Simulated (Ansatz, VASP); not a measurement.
# One calculation of Te2Mo, two programs

File INCAR:

```
PREC = Accurate ; ENCUT = 520
EDIFF = 1E-7 ; ISMEAR = -1
SIGMA = 0.05 ; LREAL = False
LASPH = True ; NELM = 100
ALGO = Normal ; ISIF = 2
LWAVE = False ; LCHARG = False
GGA = PE ; NBANDS = 20
```

KPOINTS

```
Automatic mesh
0
Gamma
  9 9 2
```

Contents of POSCAR:

```
Te2Mo
1.0
    3.5602328140      0.0000000000      0.0000000000
   -1.7801164070      3.0832520603      0.0000000000
    0.0000000000      0.0000000000     17.5240578200
Te Mo
2 1
Direct
    0.3333333333      0.6666666667      0.1021445500
    0.3333333333      0.6666666667      0.8978554500
    0.0000000000      0.0000000000      0.0000000000
```

input.yaml

```yaml
crystal:
  lattice:
    - [3.560232814, 0.0, 0.0]
    - [-1.780116407, 3.0832520603, 0.0]
    - [0.0, 0.0, 17.52405782]
  atoms:
    - { symbol: Te, position: [0.3333333333, 0.6666666667, 0.10214455] }
    - { symbol: Te, position: [0.3333333333, 0.6666666667, 0.89785545] }
    - { symbol: Mo, position: [0.0, 0.0, 0.0] }
hamiltonian:
  xc: pbe
  pseudopotentials: { kind: paw }
kpoints:
  mp_grid: { grid: [9, 9, 2] }
scf:
  occupations: { method: fermi_dirac, width: 0.05 }
output:
  forces: true
  stress: true
  eigenvalues: true
```

Alike in both runs: task single point; functional PBE; k mesh 9 × 9 × 2; occupations fermi-dirac, width 0.05 eV; no spin polarisation.

```csv
,VASP,Ansatz
version,VASP 6.6.1,Ansatz 0.2.0
potentials or method,"VASP PAW PBE potentials, release 64 (Te, Mo_sv)",Ansatz PAW
plane-wave cutoff (eV),520,420
valence electrons in the cell,26,46
```

Ansatz gave:

```
gap on the k mesh at the Fermi level (eV) : 1.05
least direct gap on the mesh (eV)         : 1.05
rms of the force components (eV/Å)        : 0.102
```

**Question.** Which values does VASP return?

**Answer.** gap on the k mesh at the Fermi level (eV): 1.05; least direct gap on the mesh (eV): 1.05; rms of the force components (eV/Å): 0.109.

Atom by atom the forces differ by 0.007 eV/Å (rms over components). The two sets of potentials don't hold the same shells in valence.

Caveats: spin-orbit coupling is left out, which moves the levels of the heavy elements; odd divisions of the mesh miss points on the zone boundary, where band edges often lie, so the gap on the mesh can be too wide (Ansatz).
